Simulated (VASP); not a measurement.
**SnO₂ in VASP 6.6.1, single-point calculation**

INCAR

```
LREAL = .FALSE.
MAGMOM = 0.5 -0.5 0.5
LCHARG = .FALSE.
PREC = Accurate
LWAVE = .FALSE.
NSW = 0
ISPIN = 2
ISMEAR = 0
LASPH = .TRUE.
NBANDS = 20
EDIFF = 1E-7
SIGMA = 0.01
ENCUT = 520
NELM = 100
IVDW = 12
ISIF = 2
GGA = PS
IBRION = -1
```

KPOINTS

```
KPOINTS created by Atomic Simulation Environment
0
Gamma
8 8 8
0 0 0
```

POSCAR

```
Sn O
 1.0000000000000000
     0.0000000000000000    2.5334669720086236    2.5334669720086236
     2.5334669720086236    0.0000000000000000    2.5334669720086236
     2.5334669720086236    2.5334669720086236    0.0000000000000000
 Sn  O
   1   2
Cartesian
 -0.0000000000000000  0.0000000000000000  0.0000000000000000
  1.2667334860043118  1.2667334860043118  1.2667334860043118
  3.8002004580129354  3.8002004580129354  3.8002004580129354
```

The recommended PBE PAW datasets give the neutral cell 26 valence electrons.

Command

```
mpirun -np 1 vasp_std
```

OSZICAR

```
N       E                     dE             d eps       ncg     rms          rms(c)
DAV:   1     0.244009505092E+03    0.24401E+03   -0.13150E+04  2476   0.199E+03
DAV:   2     0.309097574652E+01   -0.24092E+03   -0.22791E+03  2500   0.496E+02
DAV:   3    -0.211460189299E+02   -0.24237E+02   -0.23920E+02  2676   0.133E+02
DAV:   4    -0.217956884235E+02   -0.64967E+00   -0.64907E+00  2616   0.227E+01
DAV:   5    -0.218097253308E+02   -0.14037E-01   -0.14035E-01  2876   0.348E+00    0.110E+01
DAV:   6    -0.191894160298E+02    0.26203E+01   -0.94680E+00  3580   0.553E+01    0.399E+00
DAV:   7    -0.191969732122E+02   -0.75572E-02   -0.59872E-01  2476   0.553E+00    0.197E+00
DAV:   8    -0.191734064010E+02    0.23567E-01   -0.52223E-02  2604   0.212E+00    0.830E-01
DAV:   9    -0.191708915246E+02    0.25149E-02   -0.54839E-03  2928   0.117E+00    0.209E-01
DAV:  10    -0.191705733356E+02    0.31819E-03   -0.16544E-03  3104   0.408E-01    0.742E-02
DAV:  11    -0.191706607337E+02   -0.87398E-04   -0.16333E-04  2788   0.166E-01    0.427E-02
DAV:  12    -0.191706758762E+02   -0.15143E-04   -0.54335E-05  2540   0.101E-01    0.865E-03
DAV:  13    -0.191706753813E+02    0.49495E-06   -0.51615E-06  2664   0.375E-02    0.470E-03
DAV:  14    -0.191706747824E+02    0.59891E-06   -0.66242E-07  2584   0.141E-02    0.293E-03
DAV:  15    -0.191706743250E+02    0.45736E-06   -0.33056E-07  2252   0.657E-03    0.774E-04
DAV:  16    -0.191706743020E+02    0.23007E-07   -0.42491E-08  2096   0.263E-03
   1 F= -.19807877E+02 E0= -.19807877E+02  d E =-.143651E-11  mag=     0.0000
```

Standard output (part)

```
POSCAR found type information on POSCAR SnO
 POSCAR found :  2 types and       3 ions
 LDA part: xc-table for (Slater+PW92), standard interpolation
 POSCAR, INCAR and KPOINTS ok, starting setup
 WAVECAR not read
 entering main loop
```

It converged. Results: pressure -0.4 GPa; magnetic moment of the cell 0.00 μB.

For comparison, a separate PBEsol run of the intended cell, on usual settings and not on those above, gives a gap of 0.20 eV on its mesh and a pressure of 2.8 GPa.

The run above took about 22 s on one core of a shared host (Intel Xeon 6975P-C) and held 0.19 GiB at most.
